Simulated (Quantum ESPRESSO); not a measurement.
Set up this calculation in Quantum ESPRESSO 7.5, as the native input.

| Property | Result |
| --- | --- |
| Task | single point |
| Functional | PBE |
| Potentials or basis | SSSP 1.3 efficiency PBE |
| Cutoff | 748 eV |
| Density cutoff | 5987 eV |
| k mesh | 10 × 10 × 10 |
| Occupations | fermi-dirac, width 0.05 eV |
| Spin | no spin polarisation |
| Mixing beta | 0.5 |
| Most SCF iterations | 120 |
| SCF threshold | 2e-10 Ry |

The system is Zr.

```
CELL_PARAMETERS angstrom
0.01028 2.27442 2.14575
2.27957 -0.03678 2.19281
2.27235 2.31426 -0.02956
ATOMIC_POSITIONS crystal
Zr 0.00396 0.98498 0.01574
```

The cell isn't the ideal one: cell strained at random at fixed volume.

One way to write it, as run:

pw.in

```
&CONTROL
  calculation = 'scf'
  prefix = 'pwscf'
  outdir = './tmp'
  pseudo_dir = './pseudo'
  tprnfor = .true.
  tstress = .true.
  disk_io = 'nowf'
/
&SYSTEM
  ibrav = 0
  nat = 1
  ntyp = 1
  ecutwfc = 55
  ecutrho = 440
  nbnd = 12
  occupations = 'smearing'
  smearing = 'fd'
  degauss = 0.00367493
/
&ELECTRONS
  conv_thr = 2d-10
  electron_maxstep = 120
  mixing_beta = 0.5
/
ATOMIC_SPECIES
Zr    91.2240 Zr_pbe_v1.uspp.F.UPF
CELL_PARAMETERS angstrom
   0.0102760000    2.2744240000    2.1457530000
   2.2795680000   -0.0367810000    2.1928100000
   2.2723460000    2.3142600000   -0.0295600000
ATOMIC_POSITIONS crystal
Zr     0.0039600000   -0.0150220000    0.0157390000
K_POINTS automatic
10 10 10 0 0 0
```

Potentials or basis: SSSP 1.3 efficiency PBE.

The run is started by

```console
$ OMP_NUM_THREADS=1 pw.x -in pw.in > pw.out
```

Results of the run:

* Pressure: 1.1 GPa
* Band gap on the k mesh: none (metal or under the smearing width)

It took 54 s on 1 thread of Intel(R) Xeon(R) 6975P-C (Granite Rapids), with other jobs on the host, peak memory 0.23 GiB.
